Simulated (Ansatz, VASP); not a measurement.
# Ir: VASP beside Ansatz

File INCAR:

```
SYSTEM = Ir
PREC = Accurate
ENCUT = 520
EDIFF = 1E-6
ISMEAR = -1
SIGMA = 0.05
LREAL = .FALSE.
LASPH = .TRUE.
NELM = 100
ALGO = Normal
ISIF = 2
LWAVE = .FALSE.
LCHARG = .FALSE.
LMAXMIX = 4
GGA = PE
NBANDS = 16
```

KPOINTS

```
Automatic mesh
0
G
  11 11 6
  0 0 0
```

File POSCAR:

```
Ir
1.0
    2.7513778946      0.0000000000      0.0000000000
   -1.3756889473      2.3827631521      0.0000000000
    0.0000000000      0.0000000000      4.4622900000
Ir
2
Direct
    0.3333333333      0.6666666667      0.2500000000
    0.6666666667      0.3333333333      0.7500000000
```

File KPOINTS_OPT:

```
path GMKGALHA,LM,KH
10
line-mode
reciprocal
 0.0000000000  0.0000000000  0.0000000000  G
 0.5000000000  0.0000000000  0.0000000000  M

 0.5000000000  0.0000000000  0.0000000000  M
 0.3333333333  0.3333333333  0.0000000000  K

 0.3333333333  0.3333333333  0.0000000000  K
 0.0000000000  0.0000000000  0.0000000000  G

 0.0000000000  0.0000000000  0.0000000000  G
 0.0000000000  0.0000000000  0.5000000000  A

 0.0000000000  0.0000000000  0.5000000000  A
 0.5000000000  0.0000000000  0.5000000000  L

 0.5000000000  0.0000000000  0.5000000000  L
 0.3333333333  0.3333333333  0.5000000000  H

 0.3333333333  0.3333333333  0.5000000000  H
 0.0000000000  0.0000000000  0.5000000000  A

 0.5000000000  0.0000000000  0.5000000000  L
 0.5000000000  0.0000000000  0.0000000000  M

 0.3333333333  0.3333333333  0.0000000000  K
 0.3333333333  0.3333333333  0.5000000000  H
```

The input input.yaml:

```yaml
crystal:
  lattice:
    - [2.7513778946, 0.0, 0.0]
    - [-1.3756889473, 2.3827631521, 0.0]
    - [0.0, 0.0, 4.46229]
  atoms:
    - { symbol: Ir, position: [0.3333333333, 0.6666666667, 0.25] }
    - { symbol: Ir, position: [0.6666666667, 0.3333333333, 0.75] }
hamiltonian:
  xc: pbe
  pseudopotentials: { kind: paw }
kpoints:
  mp_grid: { grid: [11, 11, 6] }
  band_path:
    path:
      - [[0.0, 0.0, 0.0], [0.5, 0.0, 0.0], [0.3333333333, 0.3333333333, 0.0], [0.0, 0.0, 0.0], [0.0, 0.0, 0.5], [0.5, 0.0, 0.5], [0.3333333333, 0.3333333333, 0.5], [0.0, 0.0, 0.5]]
      - [[0.5, 0.0, 0.5], [0.5, 0.0, 0.0]]
      - [[0.3333333333, 0.3333333333, 0.0], [0.3333333333, 0.3333333333, 0.5]]
    npoints: 14
scf:
  occupations: { method: fermi_dirac, width: 0.05 }
  n_extra_bands: 6
output:
  forces: true
  stress: true
  eigenvalues: true
  fatbands: false
```

This isn't the form of Ir at room conditions, which is fcc.

Alike in both runs: task band structure; functional PBE; k mesh 11 × 11 × 6; occupations fermi-dirac, width 0.05 eV; no spin polarisation.

|  | VASP | Ansatz |
| --- | --- | --- |
| version | VASP 6.6.1 | Ansatz 0.2.0 |
| potentials or method | VASP PAW PBE potentials, release 64 (Ir) | Ansatz PAW |
| plane-wave cutoff (eV) | 520 | 420 |
| valence electrons in the cell | 18 | 34 |

|  | VASP | Ansatz | Ansatz less VASP |
| --- | --- | --- | --- |
| gap on the k mesh at the Fermi level (eV) | none | none | - |
| pressure (GPa) | -0.8 | -1.3 | -0.47 |
| largest component of the traceless stress (GPa) | 0.24 | 0.27 | +0.034 |

A gap of «none» marks a metal or a gap that the smearing closes. The two sets of potentials don't hold the same shells in valence.

Caveats: spin-orbit coupling is left out, which moves the levels of the heavy elements.
